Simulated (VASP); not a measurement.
# Cd: intraband terms of a metal's spectrum

Cd, Fm-3m (no. 225), 1 atom in the cell. PBE, independent-particle dielectric function; PAW potentials Cd (PBE set).

## Input

INCAR.step1:
```
EDIFF = 1E-7 ; ENCUT = 320
ISMEAR = 1 ; KPAR = 4
LASPH = T ; LCHARG = T
LMAXMIX = 4 ; LWAVE = F
PREC = Accurate ; SIGMA = 0.1
```

INCAR.step2:
```
CSHIFT = 0.1 ; EDIFF = 1E-6
ENCUT = 320 ; ICHARG = 11
ISMEAR = 0 ; KPAR = 4
LASPH = T ; LCHARG = F
LMAXMIX = 4 ; LWAVE = T
NBANDS = 20 ; NEDOS = 3000
OMEGAMAX = 30 ; PREC = Accurate
SIGMA = 0.3
```

INCAR.step3, as INCAR.step2 but for:
```
- LWAVE = T
+ ALGO = None
+ ISTART = 1
+ LOPTICS = T
+ LWAVE = F
+ NELM = 1
```

INCAR.step4, as INCAR.step3 but for:
```
+ WPLASMAI = 0.03
```

INCAR.step5 to INCAR.step6 change the same tag again: WPLASMAI = 0.1, 0.3.

INCAR.step7, as INCAR.step6 but for:
```
- WPLASMAI = 0.3
+ RTIME = 20
```

INCAR.step8, as INCAR.step7 but for:
```
- RTIME = 20
+ RTIME = 40
```

INCAR.step9, as INCAR.step8 but for:
```
- RTIME = 40
+ LNABLA = T
```

INCAR.step10, as INCAR.step9 but for:
```
- ISMEAR = 0
- LNABLA = T
+ ISMEAR = -5
```

KPOINTS.step1:
```
k-points
0
Gamma
  10 10 10
```

KPOINTS.step2:
```
k-points
0
Gamma
  21 21 21
```

POSCAR:
```
Cd
1.0
    0.0000000000      2.2181497500      2.2181497500
    2.2181497500      0.0000000000      2.2181497500
    2.2181497500      2.2181497500      0.0000000000
Cd
1
Direct
    0.0000000000      0.0000000000      0.0000000000
```

Commands (each step's output is kept before the next begins):
```
cat potpaw_PBE.64/Cd/POTCAR > POTCAR
cp INCAR.step1 INCAR
cp KPOINTS.step1 KPOINTS
mpirun -np 4 vasp_std > vasp.out
cp INCAR.step2 INCAR
cp KPOINTS.step2 KPOINTS
mpirun -np 4 vasp_std > vasp.out
cp INCAR.step3 INCAR
mpirun -np 4 vasp_std > vasp.out
cp INCAR.step4 INCAR
mpirun -np 4 vasp_std > vasp.out
cp INCAR.step5 INCAR
mpirun -np 4 vasp_std > vasp.out
cp INCAR.step6 INCAR
mpirun -np 4 vasp_std > vasp.out
cp INCAR.step7 INCAR
mpirun -np 4 vasp_std > vasp.out
cp INCAR.step8 INCAR
mpirun -np 4 vasp_std > vasp.out
cp INCAR.step9 INCAR
mpirun -np 4 vasp_std > vasp.out
cp INCAR.step10 INCAR
mpirun -np 4 vasp_std > vasp.out
```

## Result

- Bands: 20

One ground state, settings moved in the last step alone:

| Settings | Plasma frequency (eV) | Im ε at 0.5 eV | Im ε at 1 eV | Im ε at 2 eV | Im ε at 4 eV | Time (s) |
|---|---|---|---|---|---|---|
| interband part alone | 10.84 | 15.7 | 4.0 | 7.8 | 1.2 | 11 |
| Drude term, WPLASMAI 0.03 | 10.84 | 43.9 | 7.6 | 8.3 | 1.3 | 11 |
| Drude term, WPLASMAI 0.1 | 10.84 | 106.2 | 15.7 | 9.3 | 1.4 | 9 |
| Drude term, WPLASMAI 0.3 | 10.84 | 223.3 | 36.4 | 12.1 | 1.8 | 10 |
| relaxation time RTIME 20 fs | 10.84 | 46.6 | 7.9 | 8.3 | 1.3 | 9 |
| relaxation time RTIME 40 fs | 10.84 | 31.2 | 6.0 | 8.1 | 1.3 | 9 |
| transversal form (LNABLA) | 10.96 | 15.9 | 4.1 | 8.0 | 1.2 | 8 |
| tetrahedron method | – | – | – | – | – | no result |

Limits: Spin-orbit coupling is left out, which can matter with atoms this heavy.

VASP 6.6.1 took 86 s on 4 cores (AMD EPYC 7R43 (Zen 3)), a shared host.
